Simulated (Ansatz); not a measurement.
The system is Te.

```
Te
1.0
     4.45400    0.00000    0.00000
    -2.22700    3.85728    0.00000
     0.00000    0.00000    5.92400
Te
3
Direct
  0.73100 0.73100 0.00000
  0.00000 0.26900 0.66667
  0.26900 0.00000 0.33333
```

Base run:

```yaml
Program: Ansatz 0.2.0
Functional: revPBE
Potentials_or_basis: Ansatz PAW
Cutoff: "420 eV (not typed: the program's choice for these potentials)"
k_mesh: 7 × 7 × 5
Occupations: fermi-dirac, width 0.05 eV
Spin: no spin polarisation
```

Its results: pressure 2.4 GPa; largest force 0.148 eV/Å.

Task: After a change of settings the same cell gave: pressure 1.4 GPa; largest force 0.148 eV/Å. Which change was it?
A. functional from revPBE to r2SCAN50; cutoff from 420 eV (not typed: the program's choice for these potentials) to 500 eV (not typed: the program's choice for these potentials); k mesh from 7 × 7 × 5 to 4 × 4 × 3
B. functional from revPBE to PBE; occupations from fermi-dirac, width 0.05 eV to gaussian, width 0.012 eV
C. functional from revPBE to LDA
D. functional from revPBE to BLYP

Result: B.

Caveats: the PAW data sets come from PBE, with cores solved anew for the run's functional, which leaves a small shift of forces and pressure (some runs).
